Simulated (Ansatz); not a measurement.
## Worked example: C2H3ClO + C2H6OSi → C2H4O2 + C2H5ClSi

Species: C2H3ClO (acetyl chloride) `CC(=O)Cl`, singlet; C2H6OSi `C=C[SiH2]O`, singlet; C2H4O2 (acetic acid) `CC(=O)O`, singlet; C2H5ClSi `C=C[SiH2]Cl`, singlet. The partners trade Cl for OH: C–Cl and Si–OH bonds give way to C–OH and Si–Cl.

Shapes, held fixed at every level: PBE0-D4/def2-TZVP. Flexible molecules stand in one conformer, not always the lowest. Programs: Ansatz 0.2.0. The zero-point and thermal change to 298 K, harmonic and unscaled (PBE0-D4/def2-TZVP), is +5.0 kJ/mol.

At CCSD(T)/CBS estimate; 1 Eh = 2625.50 kJ/mol:

| species | energy (Eh) |
| --- | --- |
| C2H3ClO | -612.862926 |
| C2H6OSi | -443.991098 |
| C2H4O2 | -228.875292 |
| C2H5ClSi | -827.997513 |

**Question.** Work out ΔH(298 K) of the reaction at this level.

**Answer.** 
1. Products less reactants: (-228.875292) + (-827.997513) − [(-612.862926) + (-443.991098)] = -0.018781 Eh = -49.3 kJ/mol.
2. With the thermal change: -49.3 + (+5.0) = -44.3 kJ/mol.

Other levels give -66.8 (CCSD/def2-SVP) to -43.0 kJ/mol (B2PLYP/def2-TZVPP). No measured value is set beside it here. The CBS estimate extrapolates MP2 from def2-TZVPP and def2-QZVPP and adds CCSD(T) − MP2 in the triple-zeta set, cores frozen. The median of the other levels is -52.0 kJ/mol.
